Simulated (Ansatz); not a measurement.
**Formation energy of rocksalt-structured CaO**

Method: PBE, scalar-relativistic; no spin polarisation; PAW, 420 eV, Γ-centred 12×12×12 mesh, 0.05 eV Gaussian smearing; code Ansatz. The datasets are Ansatz's generated set soft_2.

The compound is reported in the structure type of the start.

The structure is cubic, space group Fm-3m (No. 225). Conventional cell: a = 4.831 Å, b = 4.831 Å, c = 4.831 Å, α = 90.00°, β = 90.00°, γ = 90.00°. Ca (site symmetry m-3m) is surrounded by 6 O at 2.42 Å. O (site symmetry m-3m) is surrounded by 6 Ca at 2.42 Å. (Neighbours are counted to 15 % beyond the shortest distance.)

The elements were computed in their standard states (gases as isolated molecules) with the same datasets, cutoff and functional. Total energies depend on the potentials used, so only differences within one code and one set of settings carry meaning.

Energy of the relaxed cell (2 atoms, smearing extrapolated to zero): -2387.723 eV. Elements, in eV/atom: Ca -1816.860, O -564.968.

What is the formation energy?

[-2387.723 − (1 × -1816.860 + 1 × -564.968)] / 2 = -2.95 eV/atom, or -284 kJ per mole of atoms.

The value is for 0 K, without zero-point energy and without any correction for the binding of gas molecules. Uncorrected semilocal values for oxides, chalcogenides and halides often miss by tenths of an eV an atom. A negative value shows stability against the elements alone, not against other compounds or structures.

Bader charges against formal ones: Ca +1.48 (+2), O −1.48 (−2). The cations give up 74 % of the formal charge; Bader charges stay under formal ones because the anions' density reaches into the cations' basins.

Formal charges Ca²⁺, O²⁻ balance and leave closed shells on every ion, so a band insulator is expected, and the gap is 3.66 eV.

Kohn–Sham gaps of semilocal functionals lie under measured ones, often by a third or more.
